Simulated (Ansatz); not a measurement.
## Electric field gradients in BaTiO3

The cell is a COD entry, ions relaxed with PBE at fixed cell.

```
Ba Ti O
1.0
     3.98410    0.00000    0.00000
     0.00000    2.83705    2.84580
     0.00000   -2.83705    2.84580
Ba Ti O
1 1 3
Direct
  0.00000 0.00671 0.00671
  0.50000 0.52029 0.52029
  0.00000 0.49180 0.49180
  0.50000 0.49323 0.98419
  0.50000 0.98419 0.49323
```

Atom numbers follow the list; atoms alike are taken as one site, whose name carries the number of the first.

Computed with Ansatz: DFT, PBE, plane waves and PAW, with spin–orbit coupling, 420 eV cutoff, Γ-centred 8×8×8 k-points, Fermi–Dirac smearing 0.02 eV.

V_zz is the principal component of the electric field gradient with the largest magnitude, η = (V_xx − V_yy)/V_zz and C_Q = eQV_zz/h. ν_Q = 3|C_Q|/[2I(2I − 1)].

Ba-135: I = 3/2, Q = 153.0 mb; Ti-49: I = 7/2, Q = 247.0 mb; O-17: I = 5/2, Q = -25.58 mb. Nuclear quadrupole moments: year-2017 set (Pyykkö).

**Question.** Which values are expected at the nuclei?

**Answer.** 

| site | atoms (order as listed) | first shell | C_Q (MHz) | η | ν_Q (MHz) |
| --- | --- | --- | --- | --- | --- |
| Ba | 1 | 12 O at 2.76–2.93 Å | 2.05 | 0.50 | 1.03 |
| Ti | 2 | 6 O at 1.87–2.16 Å | 5.23 | 0.35 | 0.373 |
| O3 | 3 | 2 Ti at 2.00 Å, angle 171°; also 4 Ba at 2.76–2.93 Å | -1.75 | 0.02 | 0.262 |
| O4 | 4, 5 | 2 Ti at 1.87–2.16 Å, angle 174°; also 4 Ba at 2.79–2.87 Å | -1.21 | 0.01 | 0.182 |

At O3 and O4 V_zz points along the line of its two bonds (within 3°) in each case.

Hardware: 1 thread of Intel Xeon Platinum 8488C (Sapphire Rapids) (x86_64; 16 cores open to the job, memory cap 3.0 GiB, no GPU), a shared host with a load of 0.5 a core. Wall time 96 s, CPU time 97 s, peak memory 1 GiB.
